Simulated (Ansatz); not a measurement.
**Residual resistivity of an alloy: Al(111) with 4 layers of random Al-Ru, 2x2**

Aim: the residual resistivity of a random alloy, from Al(111) with 4 layers of random Al-Ru, 2x2 and longer regions.

Calculated with Ansatz 0.2.0; Ansatz plane-wave DFT, PBE, PAW files; ballistic transport by layer matching (Landauer), zero bias; PAW set soft_1.

This is a report of a sequence of runs, with most program output left out.

**1. Starting point**

The cell holds 40 atoms: 32 Al and 8 Ru. Cell: a = 5.725 Å, b = 5.725 Å, c = 23.429 Å, α = 93.5°, β = 86.5°, γ = 120.0°. It derives from Al. Regions: lead, 24 atoms (24 Al); scattering region, 16 atoms (8 Ru and 8 Al). The structure is stacked along c, and the current runs across the ab planes.

**2. With 4 alloy layers**

In 4 layers a share of 0.5 of the sites is given to Ru at random. The layers about the cell's end stay perfect and serve as the lead. Disorder leaves little or no symmetry, which makes such runs dear. Energies from -0.05 to 0.05 eV in steps of 0.05 eV are too few for the program's thermal sum, so it prints no conductance; for a metal the transmission near the Fermi level serves, at a fraction of the cost.

File input.yaml:

```yaml
crystal:
  lattice:
    - [5.7246940741, 0.0, 0.0]
    - [-2.862347037, 4.957730497, 0.0]
    - [1.4311735185, -0.8262884162, 23.3709656917]
  atoms:
    - { symbol: Al, position: [0.9916666667, 0.0083333333, 0.05] }
    - { symbol: Al, position: [0.9916666667, 0.5083333333, 0.05] }
    - { symbol: Al, position: [0.4916666667, 0.0083333333, 0.05] }
    - { symbol: Al, position: [0.4916666667, 0.5083333333, 0.05] }
    - { symbol: Al, position: [0.1416666667, 0.3583333333, 0.15] }
    - { symbol: Al, position: [0.1416666667, 0.8583333333, 0.15] }
    - { symbol: Al, position: [0.6416666667, 0.3583333333, 0.15] }
    - { symbol: Al, position: [0.6416666667, 0.8583333333, 0.15] }
[... 28 atom lines left out ...]
    - { symbol: Al, position: [0.8416666667, 0.1583333333, 0.95] }
    - { symbol: Al, position: [0.8416666667, 0.6583333333, 0.95] }
    - { symbol: Al, position: [0.3416666667, 0.1583333333, 0.95] }
    - { symbol: Al, position: [0.3416666667, 0.6583333333, 0.95] }
kpoints:
  mp_grid: { grid: [5, 5, 1] }
hamiltonian:
  xc: pbe
  pseudopotentials: { kind: paw, azcp: { folder: soft_1 } }
scf:
  occupations: { method: fermi_dirac, width: 0.1 }
output:
  transmission:
    leads: [[0, 4]]
    kmesh: [10, 10]
    e_range: [-0.05, 0.05]
    de: 0.05
  write_potential: true
  write_density: true
  volumetric_format: npy
```

Started as:

```bash
$ ansatz run input.yaml --threads 4 --pin off --max-ram 15360MiB --backend cpu --events-out ev --progress --plain --runs-dir out
```

Wall time 5.2 min (4 threads of Arm Neoverse V2, shared host); peak memory 2.5 GiB; 17 min of CPU time.

Numbers from this step:

* free energy: -64232.2253 eV
* energy at zero smearing: -64231.7030 eV
* Fermi energy: 9.843 eV
* cell area: 28.38 Å²
* transmission per spin nearest the Fermi level: 1.852
* open channels per spin nearest the Fermi level: 5.59
* step of the lead's potential: 37.4 meV

Per spin. The transmission, zone mean by energy, zero at the Fermi level:

```
energy (eV)  transmission, zone mean
    -0.0500                     1.83
     0.0000                     1.85
     0.0500                     1.83
```

Per spin. The open channels, zone mean, lead by energy, zero at the Fermi level:

```
energy (eV)  open channels, zone mean, lead
    -0.0500                            5.29
     0.0000                            5.59
     0.0500                            5.51
```

Transmission over k1 and k2. At 0.0000 eV from the Fermi level.

Ten even steps from '_' (1.17) to '@' (2.54):
```
++%%**++##++....____
::++==##@@__==..____
==**@@##**##@@++__..
++++%%####**####++++
__++**%%**==**%%**++
++++++####**####%%++
==..__++@@##**##@@**
::____..==__@@##==++
++____....++##++**%%
::----..::..::..----
```
Columns: k1 (b1) from -0.5 to 0.4; rows upwards: k2 (b2) from -0.5 to 0.4.

Open channels over k1 and k2. At 0.0000 eV from the Fermi level.

Ten even steps from '_' (3.00) to '@' (8.00):
```
==****@@****==__::__
::**==%%%%==**::::::
::@@%%%%%%%%%%@@::__
==**%%%%****%%%%**==
::**==%%**%%**%%==**
====**%%%%****%%%%**
::__::@@%%%%%%%%%%@@
::::::::**==%%%%==**
==__::__==****@@****
::==::::==::==::::==
```
Columns: k1 (b1) from -0.5 to 0.4; rows upwards: k2 (b2) from -0.5 to 0.4.

Over the solved energies the transmission per spin lies between 1.83 and 1.85, out of 5.46 channels of the lead on average (up to 5.59). The log calls the step of a lead's potential too much.

**3. With 8 alloy layers**

In 8 layers a share of 0.5 of the sites is given to Ru at random. A fresh draw is used; the growth of the resistance with length is what counts.

System of this step: Al(111) with 8 layers of random Al-Ru, 2x2. The cell holds 56 atoms: 40 Al and 16 Ru. Cell: a = 5.725 Å, b = 5.725 Å, c = 32.761 Å, α = 87.5°, β = 92.5°, γ = 120.0°. It derives from Al. Regions: lead, 24 atoms (24 Al); scattering region, 32 atoms (16 Al and 16 Ru). The structure is stacked along c, and the current runs across the ab planes.

File input.yaml:

```yaml
crystal:
  lattice:
    - [5.7246940741, 0.0, 0.0]
    - [-2.862347037, 4.957730497, 0.0]
    - [-1.4311735185, 0.8262884162, 32.7193519684]
  atoms:
    - { symbol: Al, position: [0.005952381, 0.994047619, 0.0357142857] }
    - { symbol: Al, position: [0.005952381, 0.494047619, 0.0357142857] }
    - { symbol: Al, position: [0.505952381, 0.994047619, 0.0357142857] }
    - { symbol: Al, position: [0.505952381, 0.494047619, 0.0357142857] }
    - { symbol: Al, position: [0.1845238095, 0.3154761905, 0.1071428571] }
    - { symbol: Al, position: [0.1845238095, 0.8154761905, 0.1071428571] }
    - { symbol: Al, position: [0.6845238095, 0.3154761905, 0.1071428571] }
    - { symbol: Al, position: [0.6845238095, 0.8154761905, 0.1071428571] }
[... 44 atom lines left out ...]
    - { symbol: Al, position: [0.3273809524, 0.1726190476, 0.9642857143] }
    - { symbol: Al, position: [0.3273809524, 0.6726190476, 0.9642857143] }
    - { symbol: Al, position: [0.8273809524, 0.1726190476, 0.9642857143] }
    - { symbol: Al, position: [0.8273809524, 0.6726190476, 0.9642857143] }
kpoints:
  mp_grid: { grid: [5, 5, 1] }
hamiltonian:
  xc: pbe
  pseudopotentials: { kind: paw, azcp: { folder: soft_1 } }
scf:
  occupations: { method: fermi_dirac, width: 0.1 }
output:
  transmission:
    leads: [[0, 4]]
    kmesh: [10, 10]
    e_range: [-0.05, 0.05]
    de: 0.05
  write_potential: true
  write_density: true
  volumetric_format: npy
```

Run time: 8.2 min. Hardware: 4 threads; peak memory 5.1 GiB.

Numbers from this step:

| Property | Result |
| --- | --- |
| free energy | -115562.6371 eV |
| energy at zero smearing | -115561.8545 eV |
| Fermi energy | 10.69 eV |
| transmission per spin nearest the Fermi level | 0.9206 |
| step of the lead's potential | 24 meV |

Per spin. Transmission, zone mean against energy, zero at the Fermi level:

```
energy (eV)  transmission, zone mean
    -0.0500                     1.01
     0.0000                    0.921
     0.0500                    0.997
```

Over the solved energies the transmission per spin lies between 0.921 and 1.01, out of 5.49 channels of the lead on average (up to 5.59).

**4. With 12 alloy layers**

In 12 layers a share of 0.5 of the sites is given to Ru at random. A fresh draw is used; the growth of the resistance with length is what counts.

System of this step: Al(111) with 12 layers of random Al-Ru, 2x2. The cell holds 72 atoms: 48 Al and 24 Ru. Its edges and angles: a = 5.725 Å, b = 5.725 Å, c = 42.068 Å, α = 90.0°, β = 90.0°, γ = 120.0°. It derives from Al. Regions: lead, 24 atoms (24 Al); scattering region, 48 atoms (24 Ru and 24 Al). The structure is stacked along c, and the current runs across the ab planes.

File input.yaml:

```yaml
crystal:
  lattice:
    - [5.7246940741, 0.0, 0.0]
    - [-2.862347037, 4.957730497, 0.0]
    - [0.0, 0.0, 42.0677382451]
  atoms:
    - { symbol: Al, position: [0.0, 0.0, 0.0277777778] }
    - { symbol: Al, position: [0.0, 0.5, 0.0277777778] }
    - { symbol: Al, position: [0.5, 0.0, 0.0277777778] }
    - { symbol: Al, position: [0.5, 0.5, 0.0277777778] }
    - { symbol: Al, position: [0.1666666667, 0.3333333333, 0.0833333333] }
    - { symbol: Al, position: [0.1666666667, 0.8333333333, 0.0833333333] }
    - { symbol: Al, position: [0.6666666667, 0.3333333333, 0.0833333333] }
    - { symbol: Al, position: [0.6666666667, 0.8333333333, 0.0833333333] }
[... 60 atom lines left out ...]
    - { symbol: Al, position: [0.3333333333, 0.1666666667, 0.9722222222] }
    - { symbol: Al, position: [0.3333333333, 0.6666666667, 0.9722222222] }
    - { symbol: Al, position: [0.8333333333, 0.1666666667, 0.9722222222] }
    - { symbol: Al, position: [0.8333333333, 0.6666666667, 0.9722222222] }
kpoints:
  mp_grid: { grid: [5, 5, 1] }
hamiltonian:
  xc: pbe
  pseudopotentials: { kind: paw, azcp: { folder: soft_1 } }
scf:
  occupations: { method: fermi_dirac, width: 0.1 }
output:
  transmission:
    leads: [[0, 4]]
    kmesh: [10, 10]
    e_range: [-0.05, 0.05]
    de: 0.05
  write_potential: true
  write_density: true
  volumetric_format: npy
```

Elapsed: 12 min, on 4 threads; peak memory 8.4 GiB.

This step gave:

```
free energy                                   : -166892.7995 eV
energy at zero smearing                       : -166891.6984 eV
Fermi energy                                  : 11.15 eV
transmission per spin nearest the Fermi level : 0.7838
step of the lead's potential                  : 30 meV
```

Per spin. Table of transmission, zone mean by energy, zero at the Fermi level:

```
energy (eV)  transmission, zone mean
    -0.0500                    0.768
     0.0000                    0.784
     0.0500                    0.795
```

Over the solved energies the transmission per spin lies between 0.768 and 0.795, out of 5.48 channels of the lead on average (up to 5.59). The log calls the step of a lead's potential too much.

**5. The fit**

This step: Ansatz plane-wave DFT, PBE, PAW files; ballistic transport by layer matching (Landauer), zero bias; residual resistivity from the slope of the area resistance, atoms on the host's lattice; PAW set soft_1 (Ansatz 0.2.0).

Numbers from this step:

```yaml
resistivity: 143.8 µΩ cm
intercept: 0.1201 fΩ m²
scatter_about_the_fit: 0.1952 fΩ m²
```

Resistance, by row:

```
run  length (Å)       T  channels N  RA (fΩ m²)
 n4       9.348   1.835       5.463       1.326
 n8        18.7  0.9764        5.49       3.084
n12       28.05  0.7822       5.477       4.014
```

Area resistance against length of the alloy:

```
length of the alloy (Å)  area resistance (fΩ m²)
                   9.35                     1.33
                  18.70                     3.08
                  28.05                     4.01
```

The area resistance goes from 1.3 to 4.0 fΩ m² between 9.3 and 28.0 Å, a slope of 144 µΩ cm.

By hand from the end points: (4.014 − 1.326) fΩ m² / (28.05 − 9.35) Å = 144 µΩ cm, since 1 fΩ m² per Å is 1000 µΩ cm.

**6. Outcome**

| Item | Value |
| --- | --- |
| resistivity from the slope | 144 µΩ cm |
| area resistance over 9.35 Å | 1.33 fΩ m² |
| area resistance over 18.7 Å | 3.08 fΩ m² |
| area resistance over 28.0 Å | 4.01 fΩ m² |

The slope gives 144 µΩ cm. The points scatter by 0.20 fΩ m² about the line, with one random draw a length in a 2x2 cell, so the slope is a rough value. Read with a model of isotropic scattering on a spherical Fermi surface and the lead's 1.5×10¹⁵ S/m², this slope means a mean free path near 3.5 Å (a rough figure, since the alloy's own channel count differs); over these lengths the model's slope is within 3 % of its bulk resistivity, though a free path of a few ångströms strains the picture. The atoms sit on the host's lattice, so scattering by size misfit is left out. With 50 % of Ru, whose own structure is another, this is a hypothetical phase. A lead's potential steps by up to 37 meV from period to period, which the log calls too much, so longer leads could move the result.

[Logs are printed without paths, hosts, clocks, repeated set-up lines and the standing remarks that a program may print on its own settings, such as how far it seeks lower states.]

[Hosts, paths, dates, database ids (printed as entryN), source tags and the programs' standing remarks are cut or masked in the printed files.]
